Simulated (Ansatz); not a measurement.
## Cd on an In site in In2O3

All numbers are calculated (PBE, collinear spin where a state has unpaired electrons to hold, no spin-orbit coupling; Ansatz, PAW set soft_2, 420 eV, k-mesh 2×2×2 shifted by half a step), not measured.

The relaxed host crystal (Kohn–Sham gap 0.96 eV over the whole zone):

```
CELL_PARAMETERS angstrom
2.78762 1.60943 4.91903
-2.78762 1.60943 4.91903
0.00000 -3.21886 4.91903
ATOMIC_POSITIONS crystal
In 0.64280 0.64280 0.64280
In 0.85720 0.85720 0.85720
In 0.35720 0.35720 0.35720
In 0.14280 0.14280 0.14280
O 0.04657 0.75000 0.45343
O 0.75000 0.45343 0.04657
O 0.45343 0.04657 0.75000
O 0.95343 0.25000 0.54657
O 0.54657 0.95343 0.25000
O 0.25000 0.54657 0.95343
```

Supercell of 40 atoms, rows of the matrix [[-1,1,1],[1,-1,1],[1,1,-1]] times the cell vectors; Cd on an In site at (0.643, 0.643, 0.643) in fractions of the cell above. Atoms are relaxed at the host's cell; charged cells sit in a uniform background.

Distances from the Cd atom (Å), by shell of the perfect crystal:

| shell | perfect crystal | charge 0 | charge -1 |
| --- | --- | --- | --- |
| 3 O | 2.16 | 2.22 | 2.22 |
| 3 O | 2.29 | 2.37 | 2.44 |
| 1 In | 3.16 | 3.18 | 3.20 |
| 3 In | 3.30 | 3.30 | 3.30 |

```csv
charge,moment of the cell (μB),moment on Cd (μB),gap of the cell on the mesh (eV),carriers
0,1.00,0.07,0.00,in a band of the host or near its edge
-1,0.00,0.00,2.22,none in the bands
```

On this mesh the host's own supercell has a gap of 2.39 eV.

At charge 0 a carrier lies in a band of the host or at its edge (levels aligned by the semicore states), so it isn't shown to be bound to the defect (semilocal functionals spread carriers too far and can miss a bound one), and no level is taken from that state.

No formation energy is given for the neutral state, since the neutral cell holds a carrier in a band.

No transition between neighbouring charges can be given. Lowest charge for a Fermi level at the conduction band bottom: -1 (among the charges 0, -1).

Caveats: semilocal functionals make gaps too small, which shifts levels too; small supercell, so energies and levels can be off by tenths of an eV; the atoms kept the symmetry of the start, so a distorted state could lie lower; the program doubts the potential alignment, as is usual in cells this small.

Cd acts as an acceptor here: with one valence electron fewer than In, it leaves a hole in the neutral cell, and the added electron fills it. Of the cell's moment of 1.00 μB only 0.07 μB sits on Cd, which suggests a hole mainly of O 2p character. The Cd–O distances grow in both charge states, as expected for a larger cation of lower charge. Filling the hole lengthens only the longer set, from 2.37 to 2.44 Å, probably because the electron returns to O 2p states that are antibonding towards Cd.

The mesh gap of 2.39 eV against 0.96 eV over the whole zone reflects the steep In 5s conduction band, whose minimum the shifted mesh misses; the 2.22 eV of the charged cell is therefore no sign of a widened gap. Of the two charges computed, the negative one is favoured at the conduction band bottom, so Cd should compensate donors in n-type material. Acceptor behaviour alone doesn't establish p-type conduction, since holes in such oxides tend to self-trap on oxygen.
